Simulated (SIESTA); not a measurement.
Bi, 1 atom in the cell. It takes space group Im-3m (No. 229, cubic). The conventional cell has a = 3.963 Å, b = 3.963 Å, c = 3.963 Å, α = 90.00°, β = 90.00°, γ = 90.00°. Bi (site symmetry m-3m) has 8 Bi at 3.43 Å as nearest neighbours. This isn't the form of Bi at room conditions, which is rhombohedral.

```yaml
Program: SIESTA 5.4.2
Task: relaxation of cell and atoms
Functional: LDA
Potentials_or_basis: PseudoDojo 0.4 standard (LDA files)
Basis: DZP (energy shift 0.003 Ry; two zetas on semicore shells)
Grid_cutoff: 500 Ry
Energy_shift: 0.003 Ry
k_mesh: 9 × 9 × 9
Occupations: fermi-dirac, width 0.05 eV
Spin: no spin polarisation
optimiser: Broyden
force_tolerance: 0.01 eV/Å
```

Potentials or basis: PseudoDojo 0.4 standard (LDA files), DZP (energy shift 0.003 Ry; two zetas on semicore shells).

Run with:

```sh
$ siesta Bi.fdf > Bi.out 2>&1
```

Hardware: 1 thread of Intel(R) Xeon(R) Platinum 8259CL CPU @ 2.50GHz (Skylake/Cascade Lake), with other jobs on the host.

Q: How long does it take, and how much memory?

A: It took 59 s on 1 thread of Intel(R) Xeon(R) Platinum 8259CL CPU @ 2.50GHz (Skylake/Cascade Lake), on a shared host, peak memory 0.21 GiB. Counts: scf iterations 18, k points 365, bands 23, ion steps 4.
